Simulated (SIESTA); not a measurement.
Runs of SIESTA 5.4.2 on TiO2 (Anatase). The structure is tetragonal, space group I4_1/amd (No. 141). The conventional cell has a = 3.784 Å, b = 3.784 Å, c = 9.515 Å, α = 90.00°, β = 90.00°, γ = 90.00°. Around Ti (site symmetry -4m2) lie 6 O at 1.93 to 1.98 Å. O (site symmetry 2mm) is surrounded by 3 Ti at 1.93 to 1.98 Å. 

| task | level | potentials or basis | cell | force tolerance | gap on the mesh (eV) | pressure (GPa) | largest force (eV/Å) |
| --- | --- | --- | --- | --- | --- | --- | --- |
| band structure | PBE | PseudoDojo 0.4 standard (PBE files), TZDP (energy shift 0.003 Ry; two zetas on semicore shells) | as given | - | 2.08 | (c) | 0.13 |
| relaxation of cell and atoms | PBE | PseudoDojo 0.4 standard (PBE files), SZ (energy shift 0.003 Ry) | relaxed | 0.04 eV/Å | 1.53 | 0.1 | 0.03 |
| band structure | AM05 | PseudoDojo 0.4 standard (PBEsol files), DZP (energy shift 0.003 Ry; two zetas on semicore shells) | as given | - | 1.96 | 3.4 | (a) |
| band structure | PBE | SG15 1.2 (PBE files) or PseudoDojo by element, DZP (energy shift 0.003 Ry; two zetas on semicore shells) | as given | - | 2.01 | (b) | 0.24 |

Alike in all rows: no spin polarisation; k mesh 7 × 7 × 7; smearing fermi-dirac 0.05 eV; grid cutoff 800 Ry; energy shift 0.003 Ry.

**Question.** Fill in the values left out.

**Answer.** (a) 0.06; (b) 10.5; (c) 7.0.

Caveats: the basis of atomic orbitals isn't converged, which shifts pressures, moduli and gaps; the basis has no polarisation orbitals (some runs); an odd mesh through Γ misses points on the zone boundary, where band edges often lie (some runs); the potentials were made for another functional, which shifts forces and pressure (some runs).
